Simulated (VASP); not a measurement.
# Mg (P6_3/mmc) in VASP: further runs

One crystal, Mg, is run at these levels: LDA; tasks: relaxation of cell and atoms, relaxation of shape and atoms at fixed volume.

Everything below comes from runs of VASP 6.6.1. Logs are shortened: lines on timing, memory, paths and dates and some standing lists are left out, and cuts for length are marked.

### Step 1. Starting point

The structure is hexagonal, space group P6_3/mmc (No. 194). Conventional cell: a = 3.145 Å, b = 3.145 Å, c = 5.008 Å, α = 90.00°, β = 90.00°, γ = 120.00°. Mg (site symmetry -6m2) is surrounded by 12 Mg at 3.09 to 3.15 Å.

### Step 2. Relaxation of cell and atoms, LDA

INCAR reads:

```
SYSTEM = Mg
  ALGO = Normal
  EDIFF = 1E-7
  EDIFFG = -0.005
  ENCUT = 600
  GGA = CA
  IBRION = 2
  ISIF = 3
  ISMEAR = 1
  LASPH = .TRUE.
  LCHARG = .FALSE.
  LREAL = .FALSE.
  LWAVE = .FALSE.
  NELM = 80
  NSW = 90
  PREC = Accurate
  SIGMA = 0.1
```

KPOINTS reads:

```
k-points
0
G
  15 15 7
  0 0 0
```

POSCAR reads:

```
Mg                                      
1.0
    3.1452430659     -0.0000000000     -0.0000000000
   -1.5726215330      2.7238603962     -0.0000000000
    0.0000000000      0.0000000000      5.0084053432
  Mg            
     2
Direct
     0.3333333332999970    0.6666666667000030    0.2500000000000000
     0.6666666667000030    0.3333333332999970    0.7500000000000000
```

Potentials or basis: VASP PAW LDA potentials, release 64 (Mg).

Command:

```
> cat potpaw_LDA.64/Mg/POTCAR > POTCAR
> mpirun -np 1 vasp_std > vasp.out
```

OUTCAR:

```text
SYSTEM = Mg
   EDIFF = 1E-7
   EDIFFG = -0.005
   ENCUT = 600
   GGA = CA
   IBRION = 2
   ISIF = 3
   ISMEAR = 1
   LASPH = .TRUE.
   LREAL = .FALSE.
   NELM = 80
   NSW = 90
   PREC = Accurate

 ion  position               nearest neighbor table
   1  0.333  0.667  0.250-   2 3.09   2 3.09   2 3.09   2 3.09   2 3.09   2 3.09
   2  0.667  0.333  0.750-   1 3.09   1 3.09   1 3.09   1 3.09   1 3.09   1 3.09

  LATTYP: Found a hexagonal cell.
 ALAT       =     3.1452430659
 C/A-ratio  =     1.5923746554

  Lattice vectors:

 A1 = (   3.1452430659,   0.0000000000,   0.0000000000)
 A2 = (  -1.5726215330,   2.7238603962,   0.0000000000)
 A3 = (   0.0000000000,   0.0000000000,   5.0084053432)

Analysis of symmetry for initial positions (statically):
=====================================================================
 Subroutine PRICEL returns:
 Original cell was already a primitive cell.

 Routine SETGRP: Setting up the symmetry group for a
 hexagonal supercell.

 Subroutine GETGRP returns: Found 24 space group operations
 (whereof 12 operations were pure point group operations)
 out of a pool of 24 trial point group operations.

The static configuration has the point symmetry D_3d.
 The point group associated with its full space group is D_6h.

Analysis of symmetry for dynamics (positions and initial velocities):
=====================================================================
 Subroutine PRICEL returns:
 Original cell was already a primitive cell.

 Routine SETGRP: Setting up the symmetry group for a
 hexagonal supercell.

 Subroutine GETGRP returns: Found 24 space group operations
 (whereof 12 operations were pure point group operations)
 out of a pool of 24 trial point group operations.

The dynamic configuration has the point symmetry D_3d.
 The point group associated with its full space group is D_6h.

 Subroutine INISYM returns: Found 24 space group operations
 (whereof 12 operations are pure point group operations),
 and found     1 'primitive' translations

----------------------------------------------------------------------------------------

                                     Primitive cell

  volume of cell :      42.9080

  direct lattice vectors                    reciprocal lattice vectors
     3.145243066  0.000000000  0.000000000     0.317940451  0.183563005  0.000000000
    -1.572621533  2.723860396  0.000000000     0.000000000  0.367126010  0.000000000
     0.000000000  0.000000000  5.008405343     0.000000000  0.000000000  0.199664351

  length of vectors
     3.145243066  3.145243066  5.008405343     0.367126010  0.367126010  0.199664351

  position of ions in fractional coordinates (direct lattice)
     0.333333333  0.666666667  0.250000000
     0.666666667  0.333333333  0.750000000

  ion indices of the primitive-cell ions
   primitive index   ion index
                 1           1
                 2           2

----------------------------------------------------------------------------------------

 KPOINTS: k-points

Automatic generation of k-mesh.
 Grid dimensions read from file:
 generate k-points for:   15   15    7

 Generating k-lattice:

  Cartesian coordinates                     Fractional coordinates (reciprocal lattice)
     0.021196030  0.012237534  0.000000000     0.066666667  0.000000000  0.000000000
     0.000000000  0.024475067  0.000000000     0.000000000  0.066666667  0.000000000
     0.000000000  0.000000000  0.028523479     0.000000000  0.000000000  0.142857143

  Length of vectors
     0.024475067  0.024475067  0.028523479

  Shift w.r.t. Gamma in fractional coordinates (k-lattice)
     0.000000000  0.000000000  0.000000000

 Subroutine IBZKPT returns following result:
 ===========================================

 Found    108 irreducible k-points:

 Following reciprocal coordinates:
            Coordinates               Weight
  0.000000  0.000000  0.000000      1.000000
  0.066667  0.000000  0.000000      6.000000
  0.133333  0.000000  0.000000      6.000000
  0.200000  0.000000  0.000000      6.000000
  0.266667  0.000000  0.000000      6.000000
  0.333333 -0.000000  0.000000      6.000000
[... 16 lines left out ...]
  0.333333  0.200000  0.000000     12.000000
  0.400000  0.200000  0.000000      6.000000
 [... further k-points ...]
   k-points           NKPTS =    108   k-points in BZ     NKDIM =    108   number of bands    NBANDS=      6
   number of dos      NEDOS =    301   number of ions     NIONS =      2
   total plane-waves  NPLWV =  31360
   dimension x,y,z NGX =    28 NGY =   28 NGZ =   40
   dimension x,y,z NGXF=    56 NGYF=   56 NGZF=   80
   ions per type =               2
   NGX,Y,Z   is equivalent  to a cutoff of  14.80, 14.80, 13.28 a.u.
   NGXF,Y,Z  is equivalent  to a cutoff of  29.60, 29.60, 26.55 a.u.
 SYSTEM =  Mg
   PREC   = accura    normal or accurate (medium, high low for compatibility)
   ISTART =      0    job   : 0-new  1-cont  2-samecut
   ICHARG =      2    charge: 1-file 2-atom 10-const
   ISPIN  =      1    spin polarized calculation?
   LNONCOLLINEAR =      F non collinear calculations
   LSORBIT =      F    spin-orbit coupling
   LASPH  =      T    aspherical Exc in radial PAW
   ENCUT  =  600.0 eV  44.10 Ry    6.64 a.u.   6.28  6.28 10.00*2*pi/ulx,y,z
   NELM   =     80;   NELMIN=  2; NELMDL= -5     # of ELM steps
   EDIFF  = 0.1E-06   stopping-criterion for ELM
   LREAL  =      F    real-space projection
   EDIFFG = -.5E-02   stopping-criterion for IOM
   NSW    =     90    number of steps for IOM
   IBRION =      2    ionic relax: 0-MD 1-quasi-New 2-CG
   NFREE  =      1    steps in history (QN), initial steepest desc. (CG)
   ISIF   =      3    stress and relaxation
   ISYM   =      2    0-nonsym 1-usesym 2-fastsym
   POTIM  = 0.5000    time-step for ionic-motion
   TEBEG  =    0.0;   TEEND  =   0.0 temperature during run
   PSTRESS=    0.0 pullay stress
   NELECT =       4.0000    total number of electrons
   NUPDOWN=      -1.0000    fix difference up-down
   EMIN   =  10.00;   EMAX   =-10.00  energy-range for DOS
   EFERMI =   0.00;   METHOD = LEGACY
   ISMEAR =     1;   SIGMA  =   0.10  broadening in eV -4-tet -1-fermi 0-gaus
   EFERMI_NEDOS =   21; number of points for ismear=-14 and -15
   IALGO  =     38    algorithm
   IMIX   =      4    mixing-type and parameters
     AMIX     =   0.40;   BMIX     =  1.00
     AMIX_MAG =   1.60;   BMIX_MAG =  1.00
  volume/ion in A,a.u.               =      21.45       144.78
  Fermi-wavevector in a.u.,A,eV,Ry     =   0.742304  1.402752  7.497024  0.551016
  Thomas-Fermi vector in A             =   1.837151
   LORBIT       =      0    0 simple, 1 ext, 2 COOP (PROOUT), +10 PAW based schemes
   GGA     = CA    functional components
   LHFCALC =     F    Hartree Fock is set to
   AEXX    =    0.0000 exact exchange contribution
   IVDW    =     0    specifies the selected vdW correction
   LEPSILON=     F    determine dielectric tensor
   LRPA    =     F    only Hartree local field effects (RPA)
 conjugate gradient relaxation of ions
 non-spin polarized calculation
 Methfessel and Paxton  Order N= 1 SIGMA  =   0.10
  energy-cutoff  :      600.00
  volume of cell :       42.91
 maximum number of plane-waves:      1460
 NGX is ok and might be reduce to    28
   NGX = 13   NGY = 13   NGZ = 21

 number of electron       4.0000000 magnetization

 Free energy of the ion-electron system (eV)
  ---------------------------------------------------
  ext. energy  EPLUGINS =         0.00000000
  ---------------------------------------------------
  free energy    TOTEN  =        -3.62443971 eV

  energy without entropy =       -3.62399597  energy(sigma->0) =       -3.62429180

 E-fermi :   2.7840     XC(G=0):  -8.9003

 val. band max:        2.7619889764   @ k =   0.4000   0.0667   0.2857
 cond. band min:       2.8149353798   @ k =   0.3333   0.1333   0.0000
 fundamental gap:      0.0529464035
 Fermi energy:         2.7839755457

 k-point     1 :       0.0000    0.0000    0.0000
  band No.  band energies     occupation
      1      -4.3855      2.00000
      2       1.1745      2.00000
      3       1.7429      2.00000
      4      13.9096      0.00000
      5      13.9097      0.00000
      6      14.0443      0.00000

 k-point     2 :       0.0667    0.0000    0.0000
  band No.  band energies     occupation
      1      -4.2952      2.00000
      2       1.2559      2.00000
      3       1.8301      2.00000
      4      12.1410      0.00000
      5      12.9346      0.00000
      6      13.8024      0.00000

 k-point     3 :       0.1333    0.0000    0.0000
  band No.  band energies     occupation
      1      -4.0250      2.00000
      2       1.5003      2.00000
      3       2.0895      2.00000
      4      10.0566      0.00000
      5      12.0416      0.00000
      6      12.8422      0.00000

 k-point     4 :       0.2000    0.0000    0.0000
  band No.  band energies     occupation
      1      -3.5764      2.00000
      2       1.9081      2.00000
      3       2.5118      2.00081
      4       8.0602      0.00000
      5      11.2978      0.00000
      6      11.8202      0.00000

 k-point     5 :       0.2667    0.0000    0.0000
  band No.  band energies     occupation
      1      -2.9522      2.00000
      2       2.4797      2.00015
      3       3.0663     -0.00048
      4       6.2241      0.00000
      5      10.7040      0.00000
      6      10.7541      0.00000

 k-point     6 :       0.3333   -0.0000    0.0000
  band No.  band energies     occupation
      1      -2.1561      2.00000
      2       3.2155     -0.00000
      3       3.5032     -0.00000
      4       4.8041      0.00000
      5       9.4005      0.00000
      6       9.5976      0.00000

 k-point     7 :       0.4000    0.0000    0.0000
  band No.  band energies     occupation
      1      -1.1931      2.00000
      2       2.5686      2.00945
      3       4.1150     -0.00000
      4       5.0481      0.00000
      5       7.8380      0.00000
      6       8.3755      0.00000

 k-point     8 :       0.4667   -0.0000    0.0000
  band No.  band energies     occupation
      1      -0.0701      2.00000
      2       1.1998      2.00000
      3       5.1680      0.00000
      4       5.9959      0.00000
      5       6.4524      0.00000
      6       7.1791      0.00000
[... 91 lines left out ...]
 k-point    19 :       0.3333    0.1333    0.0000
  band No.  band energies     occupation
      1      -0.9323      2.00000
      2       2.8149      0.50280
      3       4.3604     -0.00000
      4       5.1419      0.00000
      5       6.8343      0.00000
      6       8.0791      0.00000

 k-point    20 :       0.4000    0.1333    0.0000
  band No.  band energies     occupation
      1       0.1870      2.00000
      2       1.4524      2.00000
      3       5.4120      0.00000
      4       5.7895      0.00000
      5       6.6513      0.00000
      6       6.6988      0.00000

 k-point    21 :       0.2000    0.2000    0.0000
  band No.  band energies     occupation
      1      -1.9802      2.00000
      2       3.3792     -0.00000
      3       3.8142     -0.00000
      4       5.6130      0.00000
      5       6.2847      0.00000
      6      10.4873      0.00000

 k-point    22 :       0.2667    0.2000    0.0000
  band No.  band energies     occupation
      1      -1.1059      2.00000
      2       3.7291     -0.00000
      3       4.1972     -0.00000
      4       4.7318     -0.00000
      5       5.9898      0.00000
      6       9.1037      0.00000

 k-point    23 :       0.3333    0.2000    0.0000
  band No.  band energies     occupation
      1      -0.0694      2.00000
      2       2.4399      2.00001
      3       4.7289     -0.00000
      4       5.1757      0.00000
      5       6.4118      0.00000
      6       7.6634      0.00000

 k-point    24 :       0.4000    0.2000    0.0000
  band No.  band energies     occupation
      1       1.1094      2.00000
      2       1.1311      2.00000
      3       4.7197     -0.00000
      4       6.1520      0.00000
      5       6.5274      0.00000
      6       6.8921      0.00000

 [... further k-points ...]
[... 5 lines left out ...]
  --------------------------------------------------------------------------------------
  -------------------------------------------------------------------------------------
  Total       -0.0052953     -0.0052953     -0.0093337      0.0000000      0.0000000      0.0000000
  in kB       -0.1977263     -0.1977263     -0.3485190      0.0000000      0.0000000      0.0000000
  external PRESSURE =      -0.2479905 kB  Pullay stress =       0.0000000 kB

 VOLUME and BASIS-vectors are now :
 -----------------------------------------------------------------------------
  energy-cutoff  :      600.00
  volume of cell :       42.91
      direct lattice vectors                 reciprocal lattice vectors
     3.145243066  0.000000000  0.000000000     0.317940451  0.183563005  0.000000000
    -1.572621533  2.723860396  0.000000000     0.000000000  0.367126010  0.000000000
     0.000000000  0.000000000  5.008405343     0.000000000  0.000000000  0.199664351

 POSITION                                       TOTAL-FORCE (eV/Angst)
 -----------------------------------------------------------------------------------
     -0.00000      1.81591      1.25210         0.000000     -0.000000      0.000000
      1.57262      0.90795      3.75630        -0.000000      0.000000      0.000000
 -----------------------------------------------------------------------------------
    total drift:                                0.000000     -0.000000      0.000000

  FREE ENERGIE OF THE ION-ELECTRON SYSTEM (eV)
  ---------------------------------------------------
  free  energy   TOTEN  =        -3.6244397110 eV

  energy  without entropy=       -3.6239959734  energy(sigma->0) =       -3.62429180

 reached required accuracy - stopping structural energy minimisation
```

Wall time 23 s (1 thread of Intel Xeon Platinum 8375C at 2.90GHz (Ice Lake), shared host); peak memory 0.17 GiB.

Results:

* Free energy: -3.6244 eV
* Pressure after relaxing: 0.0 GPa
* Band gap on the k mesh: none (metal or under the smearing width)

Final structure:
```cif
data_structure
_symmetry_space_group_name_H-M 'P 1'
_symmetry_Int_Tables_number 1
_cell_length_a 3.1452
_cell_length_b 3.1452
_cell_length_c 5.0084
_cell_angle_alpha 90.000
_cell_angle_beta 90.000
_cell_angle_gamma 120.000
_cell_volume 42.91
loop_
_atom_site_label
_atom_site_type_symbol
_atom_site_fract_x
_atom_site_fract_y
_atom_site_fract_z
_atom_site_occupancy
Mg1 Mg 0.33333 0.66667 0.25000 1
Mg2 Mg 0.66667 0.33333 0.75000 1
```

Levels at points of the mesh, in eV from the Fermi level:
```csv
k point,band 1,band 2,band 3,band 4,band 5
"(0.00, 0.00, 0.00)",-7.17,-1.61,-1.04,11.13,11.13
```

Caveat: the relaxation stopped at its first step, so nothing moved.

### Step 3. Relaxation of shape and atoms at fixed volume, LDA (a relaxed cell with its volume scaled by 0.94)

INCAR reads:

```
SYSTEM = Mg
  ALGO = Fast
  EDIFF = 1E-7
  EDIFFG = -0.01
  ENCUT = 600
  GGA = CA
  IBRION = 2
  ISIF = 4
  ISMEAR = 1
  LASPH = .TRUE.
  LCHARG = .FALSE.
  LREAL = .FALSE.
  LWAVE = .FALSE.
  NELM = 80
  NSW = 40
  PREC = Accurate
  SIGMA = 0.1
```

KPOINTS is that of step 2.

POSCAR reads:

```
Mg                                      
1.0
    3.0810364159      0.0000000000      0.0000000000
   -1.5405182080      2.6682558062      0.0000000000
    0.0000000000      0.0000000000      4.9061643010
  Mg            
     2
Direct
     0.3333333332999970    0.6666666667000030    0.2500000000000000
     0.6666666667000030    0.3333333332999970    0.7500000000000000
```

Potentials or basis: VASP PAW LDA potentials, release 64 (Mg).

Command:

```
> cat potpaw_LDA.64/Mg/POTCAR > POTCAR
> mpirun -np 1 vasp_std > vasp.out
```

Run time: 20 s. Hardware: 1 thread of Intel Xeon Platinum 8375C at 2.90GHz (Ice Lake), shared host; peak memory 0.17 GiB.

Results (log left out):

```
Free energy             : -3.6030 eV
Pressure after relaxing : 2.8 GPa
Band gap on the k mesh  : none (metal or under the smearing width)
```

Final structure:
```yaml
crystal:
  lattice:
    - [3.08104, 0.00000, 0.00000]
    - [-1.54052, 2.66826, 0.00000]
    - [0.00000, 0.00000, 4.90616]
  atoms:
    - { symbol: Mg, position: [0.33333, 0.66667, 0.25000] }
    - { symbol: Mg, position: [0.66667, 0.33333, 0.75000] }
```

Levels at points of the mesh, in eV from the Fermi level:
```tsv
k point	band 1	band 2	band 3	band 4	band 5
(0.00, 0.00, 0.00)	-7.45	-1.71	-1.04	11.48	11.48
```

Caveat: the relaxation stopped at its first step, so nothing moved.
